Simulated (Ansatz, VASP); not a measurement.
One calculation of AlN, two programs

Contents of INCAR:

```
ALGO = Normal ; EDIFF = 1E-7
ENCUT = 520 ; GGA = PE
ISIF = 2 ; ISMEAR = -1
LASPH = True ; LCHARG = True
LELF = True ; LREAL = False
LVHAR = True ; LWAVE = False
NBANDS = 11 ; NELM = 80
PREC = Accurate ; SIGMA = 0.05
```

KPOINTS

```
k-points
0
Gamma
  11 11 11
```

The input POSCAR:

```
AlN
1.0
    0.0000000000      2.0612910439      2.0612910439
    2.0612910439      0.0000000000      2.0612910439
    2.0612910439      2.0612910439      0.0000000000
Al N
1 1
Direct
    0.5000000000      0.5000000000      0.5000000000
    0.0000000000      0.0000000000      0.0000000000
```

Contents of input.yaml:

```yaml
crystal:
  lattice:
    - [0.0, 2.0612910439, 2.0612910439]
    - [2.0612910439, 0.0, 2.0612910439]
    - [2.0612910439, 2.0612910439, 0.0]
  atoms:
    - { symbol: Al, position: [0.5, 0.5, 0.5] }
    - { symbol: "N", position: [0.0, 0.0, 0.0] }
hamiltonian:
  xc: pbe
  pseudopotentials: { kind: paw, azcp: { folder: soft_1 } }
kpoints:
  mp_grid: { grid: [11, 11, 11] }
scf:
  occupations: { method: fermi_dirac, width: 0.05 }
output:
  forces: true
  stress: true
  eigenvalues: true
```

Measurements of this composition are mostly on another form, of space group No. 186.

Alike in both runs: task single point; functional PBE; k mesh 11 × 11 × 11; occupations fermi-dirac, width 0.05 eV; no spin polarisation.

|  | VASP | Ansatz |
| --- | --- | --- |
| version | VASP 6.6.1 | Ansatz 0.2.0 |
| potentials or method | VASP PAW PBE potentials, release 64 (Al, N) | Ansatz PAW soft_1 |
| plane-wave cutoff (eV) | 520 | 420 |
| valence electrons in the cell | 8 | 8 |

|  | VASP | Ansatz | Ansatz less VASP |
| --- | --- | --- | --- |
| gap on the k mesh at the Fermi level (eV) | 4.19 | 4.20 | +0.019 |
| least direct gap on the mesh (eV) | 4.86 | 4.85 | -0.008 |
| pressure (GPa) | -9.1 | -9.0 | +0.12 |

Caveats: an odd mesh through Γ misses points on the zone boundary, where band edges often lie (VASP); odd divisions of the mesh miss points on the zone boundary, where band edges often lie, so the gap on the mesh can be too wide (Ansatz). PBE gaps usually lie below the measured ones, often by a third to a half.
